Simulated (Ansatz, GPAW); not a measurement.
This is a calculation of TaN for Ansatz 0.2.0. The cell comes from a database or a generator and needn't be the stable form of this composition.

input.yaml

```yaml
crystal:
  lattice:
    - [0.0, 2.211323, 2.211323]
    - [2.211323, 0.0, 2.211323]
    - [2.211323, 2.211323, 0.0]
  atoms:
    - { symbol: Ta, position: [0.5, 0.5, 0.5] }
    - { symbol: "N", position: [0.0, 0.0, 0.0] }
hamiltonian:
  xc: pbe
  pseudopotentials: { kind: paw }
kpoints:
  mp_grid: { grid: [10, 10, 10] }
scf:
  occupations: { method: gaussian, width: 0.014 }
output:
  forces: true
  stress: true
  eigenvalues: true
```

Potentials or basis: Ansatz PAW.

The run is started by

```console
$ ansatz run input.yaml --threads 2 --pin off --max-ram 5632MiB --backend cpu --events-out ev --progress --plain --runs-dir out
```

Problem. Set up the same calculation for GPAW 26.7.0 (ASE script). Potentials or basis there: GPAW PAW data sets (gpaw-data 1.2.1), cutoff 800 eV.

Solution. As run (cutoffs and basis follow the program's own potentials, and thresholds, step limits or extra output files can differ):

The input run.py:

```python
from ase.dft.bandgap import bandgap
from ase.io import read, write
from ase.units import Bohr, GPa
from gpaw import GPAW, PW
from gpaw.elf import elf_from_dft_calculation

atoms = read('POSCAR')

calc = GPAW(mode=PW(800),
            xc='PBE',
            kpts={'size': (10, 10, 10), 'gamma': True},
            occupations={'name': 'methfessel-paxton', 'order': 0, 'width': 0.014},
            nbands=19,
            convergence={'density': 1e-05, 'energy': 1e-05},
            maxiter=150,
            txt='gpaw.txt')
atoms.calc = calc
energy = atoms.get_potential_energy()
forces = atoms.get_forces()
stress = atoms.get_stress()
calc.write('gs.gpw')
write('result.traj', atoms)
print(f'Energy: {energy:.6f} eV')
print('Forces (eV/A):')
print(forces.round(4))
print('Stress (GPa):', (stress / GPa).round(3))
print('Fermi level:', round(calc.get_fermi_level(), 4), 'eV')
print(f'Gap: {bandgap(calc)[0]:.4f} eV, direct: {bandgap(calc, direct=True)[0]:.4f} eV')

# fields on the real-space grid
write('density.cube', atoms, data=calc.get_pseudo_density() * Bohr**3)
write('potential.cube', atoms, data=calc.get_electrostatic_potential())
write('elf.cube', atoms, data=elf_from_dft_calculation(calc).data)
```

File POSCAR:

```
TaN
1.0
    0.0000000000      2.2113230000      2.2113230000
    2.2113230000      0.0000000000      2.2113230000
    2.2113230000      2.2113230000      0.0000000000
Ta N
1 1
Direct
    0.5000000000      0.5000000000      0.5000000000
    0.0000000000      0.0000000000      0.0000000000
```

Potentials or basis: GPAW PAW data sets (gpaw-data 1.2.1), pw.

Launch:

```console
$ OMP_NUM_THREADS=1 python run.py
```

Both were run:

|  | Ansatz | GPAW |
| --- | --- | --- |
| Pressure | -1.4 GPa | -1.6 GPa |

Ansatz's pressure holds a Pulay term of +0.49 GPa for its cutoff of 420 eV, which the other run lacks.

Where Ansatz's input types no cutoff or centring, it takes its own default and a Γ-centred mesh.

Pressure is positive in compression.
